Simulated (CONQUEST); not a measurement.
# BaTiO3 (P4mm) in CONQUEST: notebook, part 2 of 3

CONQUEST 1.3. Earlier steps stand in the parts before.

## (4) Single point, PBE

File Conquest_input:

```
IO.Title BaTiO3
IO.Coordinates coords.dat
IO.FractionalAtomicCoords T
IO.Iprint 2
IO.Iprint_init 1
General.NumberOfSpecies 3
General.PseudopotentialType hamann
AtomMove.TypeOfRun static
AtomMove.FullStress T
Grid.GridCutoff 150
DM.SolutionMethod diagon
Diag.MPMesh T
Diag.GammaCentred T
Diag.MPMeshX 7
Diag.MPMeshY 7
Diag.MPMeshZ 7
Diag.kT 0.00183747
minE.SCTolerance 1e-6
SC.MaxIters 100
IO.AtomChargeOutput T
%block ChemicalSpeciesLabel
1 137.330 Ba
2 47.880 Ti
3 16.000 O
%endblock
```

File coords.dat:

```
    7.5585265533     0.0000000000     0.0000000000
    0.0000000000     7.5585265533     0.0000000000
    0.0000000000     0.0000000000     7.5929195687
5
  0.0000000000   0.0000000000   0.0000000000 1 T T T
  0.5000000000   0.5000000000   0.5100000000 2 T T T
  0.5000000000   0.0000000000   0.4830000000 3 T T T
  0.0000000000   0.5000000000   0.4830000000 3 T T T
  0.5000000000   0.5000000000   0.9810000000 3 T T T
```

Potentials or basis: PseudoDojo NC PBE, SZP, grid cutoff 150 Ha.

Started as:

```console
$ OMP_NUM_THREADS=1 Conquest
```

Standard output:

```text
Simulation cell dimensions:     7.5585 a0 x     7.5585 a0 x     7.5929 a0

      Atomic coordinates (a0)
         Atom         X         Y         Z  Species
            1    0.0000    0.0000    0.0000        1
            2    3.7793    3.7793    3.8724        2
            3    3.7793    0.0000    3.6674        3
            4    0.0000    3.7793    3.6674        3
            5    3.7793    3.7793    7.4487        3

WARNING: matrix size is a prime number      53

WARNING: prime: set block_size_c = block_size_r = 1

         Monkhorst-Pack mesh:   7 x   7 x   7 gamma-centred
        This calculation includes non-local pseudopotentials,
         with a maximum core radius of     10.78210748

    Job title: BaTiO3
    Job to be run: static calculation

[... 5 lines left out ...]
      Using Fermi-Dirac smearing

    Integration grid size:     48 x   48 x   48

    Integration grid spacing:  0.157 a0 x 0.157 a0 x 0.158 a0

[... 81 lines left out ...]
          (TS=0 as O(N) or entropic contribution is negligible)
          DFT Total Energy                 :      -137.310005350746678 Ha
          Total number of electrons        :        39.999985757818187
    PulayMixSC: Pulay iteration    10 residual:              0.42278E-06
    PulayMixSC: Reached SCF tolerance of  0.42278E-06 after     10 iterations
      | Number of electrons      =        39.999986
      |* band energy as 2Tr[K.H] =       -34.661937009907092 Ha
      |  screened ion-ion energy =      -102.932397677638903 Ha
      |  Ha correction           =        -0.816476955497547 Ha
      |  XC correction           =         1.100800839586867 Ha
      |* Harris-Foulkes energy   =      -137.310005351049966 Ha
      |* DFT total energy        =      -137.310005350746678 Ha
      |  estimated accuracy      =        -0.000000000303288 Ha

    force: Forces on atoms (Ha/a0)
    force:  Atom   X              Y              Z
    force:     1  -0.0000000000   0.0000000000  -0.0018555164
    force:     2  -0.0000000000   0.0000000000   0.0034546094
    force:     3  -0.0000000000  -0.0000000000   0.0006253545
    force:     4  -0.0000000000   0.0000000000   0.0006253545
    force:     5   0.0000000000   0.0000000000  -0.0038069609

    force: Maximum force :        0.00380696(Ha/a0) on atom         5 in z direction
    force: Force Residual:        0.00247598 Ha/a0
    force: Total stress:         -6.14544748     0.00000000     0.00000000 GPa
                             0.00000000    -6.14544748     0.00000000
                             0.00000000     0.00000000    -7.07917140
    force: Average pressure:      6.45668879 GPa

    force: Finished force
    get_E_and_F: Change in energy during last step of electronic optimisation:  0.82446E-07

    BIBLIOGRAPHY: Please consider citing the following references in the conquest.bib file

    CONQUEST:         Bowler2002pt, Miyazaki2004, Nakata2020
    Basis:            Bowler2019
    DM:               Bowler:2006xr
    Pseudopotentials: Hamann2013, Bowler2019
    XC functional:    Perdew1996

    Warnings written to file Conquest_warnings; please check
```

It took 2.6 min on 1 thread of Intel Xeon Platinum 8488C (Sapphire Rapids), shared host; peak memory 1.2 GiB.

Results:

| Item | Value |
| --- | --- |
| Free energy | -3736.3956 eV |
| Pressure | 6.5 GPa |
| Largest force | 0.196 eV/Å |
| Band gap on the k mesh | 1.54 eV, indirect (least direct gap 1.77 eV) |
| Mulliken charges | Ba +1.05; Ti +0.72; O -0.59 e |

Forces in eV/Å, atoms in the order of the input:
```
Ba   0.000  0.000 -0.095
Ti   0.000  0.000  0.178
O    0.000  0.000  0.032
O    0.000  0.000  0.032
O    0.000  0.000 -0.196
```

Stress tensor (GPa, compression positive):
```
6.15 0.00 0.00
0.00 6.15 0.00
0.00 0.00 7.08
```

Levels at points of the mesh, in eV from the valence-band top:
```
           k point  band 16  band 17  band 18  band 19  band 20  band 21  band 22  band 23  band 24  band 25
(0.00, 0.00, 0.00)    -1.09    -0.97    -0.23    -0.23    -0.23     1.54     1.81     1.81     4.19     4.22
```

Caveat: the atomic basis is small; Mulliken charges move with the basis; spin-orbit coupling is left out, which moves the levels of the heavy elements; an odd mesh through Γ misses points on the zone boundary, where band edges often lie; the basis of atomic orbitals isn't converged, which shifts pressures, moduli and gaps. PBE gaps usually lie below the measured ones, often by a third to a half.

## (5) Single point, PBE

Changes to Conquest_input since step 4:

```diff
@@ -13,5 +13,5 @@
 Diag.GammaCentred T
-Diag.MPMeshX 7
-Diag.MPMeshY 7
-Diag.MPMeshZ 7
+Diag.MPMeshX 8
+Diag.MPMeshY 8
+Diag.MPMeshZ 8
 Diag.kT 0.00183747
```

coords.dat is that of step 4.

Potentials or basis: PseudoDojo NC PBE, SZP, grid cutoff 150 Ha.

Started as:

```console
$ OMP_NUM_THREADS=1 Conquest
```

Standard output:

```text
Simulation cell dimensions:     7.5585 a0 x     7.5585 a0 x     7.5929 a0

      Atomic coordinates (a0)
         Atom         X         Y         Z  Species
            1    0.0000    0.0000    0.0000        1
            2    3.7793    3.7793    3.8724        2
            3    3.7793    0.0000    3.6674        3
            4    0.0000    3.7793    3.6674        3
            5    3.7793    3.7793    7.4487        3

WARNING: matrix size is a prime number      53

WARNING: prime: set block_size_c = block_size_r = 1

         Monkhorst-Pack mesh:   8 x   8 x   8 gamma-centred
        This calculation includes non-local pseudopotentials,
         with a maximum core radius of     10.78210748

    Job title: BaTiO3
    Job to be run: static calculation

[... 5 lines left out ...]
      Using Fermi-Dirac smearing

    Integration grid size:     48 x   48 x   48

    Integration grid spacing:  0.157 a0 x 0.157 a0 x 0.158 a0

    Number of species:  3
    --------------------------------------------------------
    |   #  mass (au)  Charge (e)  SF Rad (a0)  NSF  Label  |
    --------------------------------------------------------
    |   1    137.330      10.000       11.073   13  Ba     |
    |   2     47.880      12.000        8.542   13  Ti     |
    |   3     16.000       6.000        5.220    9  O      |
    --------------------------------------------------------
          SCF tolerance:                 0.00000100
          SCF iterations:               100

    The functional used will be GGA PBE96

           radial cut-off to be used is taken to be max PAO cut-off radius for this species:   10.782107

           greatest ang. mom. for making density from PAOs:  2

           radial cut-off to be used is taken to be max PAO cut-off radius for this species:    8.226919

           greatest ang. mom. for making density from PAOs:  2

           radial cut-off to be used is taken to be max PAO cut-off radius for this species:    4.914330

           greatest ang. mom. for making density from PAOs:  2
    Minimum blocs/proc is     1728. Maximum blocs/proc is     1728
    set_atom_dens: In set_atomic_density, electrons :      40.000000000000
 matrix_size & matrix_size_padH =           53          53

    Screened ion int: energy:    -102.932397677639 Ha

    new_SC_potl: Starting.  Tolerance:  0.10000E-05

    PulayMixSC: Starting Pulay mixing, A_up =  0.500 A_dn =  0.500
    PulayMixSC: Spin non-polarised calculation.
          Harris-Foulkes Energy            :      -137.540937516296566 Ha
          (TS=0 as O(N) or entropic contribution is negligible)
          DFT Total Energy                 :      -136.773673319670365 Ha
          Total number of electrons        :        39.999999999999950
    PulayMixSC: Pulay iteration     1 residual:              0.10120E-01
          Harris-Foulkes Energy            :      -137.607905963629548 Ha
          GroundState Energy (E-(1/2)TS)   :      -137.608400182962043 Ha
          Free Energy (E-TS)               :      -137.608894402294538 Ha
          DFT Total Energy                 :      -134.544916005507076 Ha
          Total number of electrons        :        39.999999031122321
    PulayMixSC: Pulay iteration     2 residual:              0.18625E-01
          Harris-Foulkes Energy            :      -137.363127558897929 Ha
          GroundState Energy (E-(1/2)TS)   :      -137.363127571900861 Ha
          Free Energy (E-TS)               :      -137.363127584903765 Ha
          DFT Total Energy                 :      -137.168850789543569 Ha
          Total number of electrons        :        39.999996054667811
    PulayMixSC: Pulay iteration     3 residual:              0.44998E-02
          Harris-Foulkes Energy            :      -137.322716782649849 Ha
          (TS=0 as O(N) or entropic contribution is negligible)
          DFT Total Energy                 :      -137.270359550848724 Ha
          Total number of electrons        :        39.999991565072740
    PulayMixSC: Pulay iteration     4 residual:              0.23470E-02
          Harris-Foulkes Energy            :      -137.311423472465606 Ha
          (TS=0 as O(N) or entropic contribution is negligible)
          DFT Total Energy                 :      -137.304864366427978 Ha
          Total number of electrons        :        39.999987755713306
    PulayMixSC: Pulay iteration     5 residual:              0.90947E-03
          Harris-Foulkes Energy            :      -137.310125341378864 Ha
          (TS=0 as O(N) or entropic contribution is negligible)
          DFT Total Energy                 :      -137.309539959244262 Ha
          Total number of electrons        :        39.999985395422357
    PulayMixSC: Pulay iteration     6 residual:              0.25993E-03
          Harris-Foulkes Energy            :      -137.310019264107382 Ha
          (TS=0 as O(N) or entropic contribution is negligible)
          DFT Total Energy                 :      -137.309956257191345 Ha
          Total number of electrons        :        39.999985761944863
    PulayMixSC: Pulay iteration     7 residual:              0.93585E-04
          Harris-Foulkes Energy            :      -137.310005720638458 Ha
          (TS=0 as O(N) or entropic contribution is negligible)
          DFT Total Energy                 :      -137.310004913453156 Ha
          Total number of electrons        :        39.999985752270206
    PulayMixSC: Pulay iteration     8 residual:              0.12765E-04
          Harris-Foulkes Energy            :      -137.310005755071984 Ha
          (TS=0 as O(N) or entropic contribution is negligible)
          DFT Total Energy                 :      -137.310004791827396 Ha
          Total number of electrons        :        39.999985711198839
    PulayMixSC: Pulay iteration     9 residual:              0.10137E-04
          Harris-Foulkes Energy            :      -137.310005561191701 Ha
          (TS=0 as O(N) or entropic contribution is negligible)
          DFT Total Energy                 :      -137.310005561060422 Ha
          Total number of electrons        :        39.999985719843977
    PulayMixSC: Pulay iteration    10 residual:              0.42870E-06
    PulayMixSC: Reached SCF tolerance of  0.42870E-06 after     10 iterations
      | Number of electrons      =        39.999986
      |* band energy as 2Tr[K.H] =       -34.661927580312486 Ha
      |  screened ion-ion energy =      -102.932397677638903 Ha
      |  Ha correction           =        -0.816481724196067 Ha
      |  XC correction           =         1.100800570570358 Ha
      |* Harris-Foulkes energy   =      -137.310005561191701 Ha
      |* DFT total energy        =      -137.310005561060422 Ha
      |  estimated accuracy      =        -0.000000000131280 Ha

    force: Forces on atoms (Ha/a0)
    force:  Atom   X              Y              Z
    force:     1  -0.0000000000   0.0000000000  -0.0018594343
    force:     2   0.0000000000   0.0000000000   0.0034591236
    force:     3   0.0000000000   0.0000000000   0.0006294711
    force:     4   0.0000000000   0.0000000000   0.0006294711
    force:     5   0.0000000000   0.0000000000  -0.0038095797

    force: Maximum force :        0.00380958(Ha/a0) on atom         5 in z direction
    force: Force Residual:        0.00247905 Ha/a0
    force: Total stress:         -6.14421457     0.00000000     0.00000000 GPa
                             0.00000000    -6.14421457     0.00000000
                             0.00000000     0.00000000    -7.07633367
    force: Average pressure:      6.45492094 GPa

    force: Finished force
    get_E_and_F: Change in energy during last step of electronic optimisation:  0.19388E-06

    BIBLIOGRAPHY: Please consider citing the following references in the conquest.bib file

    CONQUEST:         Bowler2002pt, Miyazaki2004, Nakata2020
    Basis:            Bowler2019
    DM:               Bowler:2006xr
    Pseudopotentials: Hamann2013, Bowler2019
    XC functional:    Perdew1996

    Warnings written to file Conquest_warnings; please check
```

Run time: 4.2 min. Hardware: 1 thread of Intel Xeon Platinum 8488C (Sapphire Rapids), shared host; peak memory 1.2 GiB.

What came out:

```yaml
Free_energy: -3736.3956 eV
Pressure: 6.5 GPa
Largest_force: 0.196 eV/Å
Band_gap_on_the_k_mesh: 1.44 eV, indirect (least direct gap 1.77 eV)
Mulliken_charges: Ba +1.06; Ti +0.72; O -0.59 e
```

Forces in eV/Å, atoms in the order of the input:
```
Ba   0.000  0.000 -0.096
Ti   0.000  0.000  0.178
O    0.000  0.000  0.032
O    0.000  0.000  0.032
O    0.000  0.000 -0.196
```

Stress tensor (GPa, compression positive):
```
6.14 0.00 0.00
0.00 6.14 0.00
0.00 0.00 7.08
```

Caveat: the atomic basis is small; Mulliken charges move with the basis; spin-orbit coupling is left out, which moves the levels of the heavy elements; the basis of atomic orbitals isn't converged, which shifts pressures, moduli and gaps.

(Part 2 of 3 ends here.)
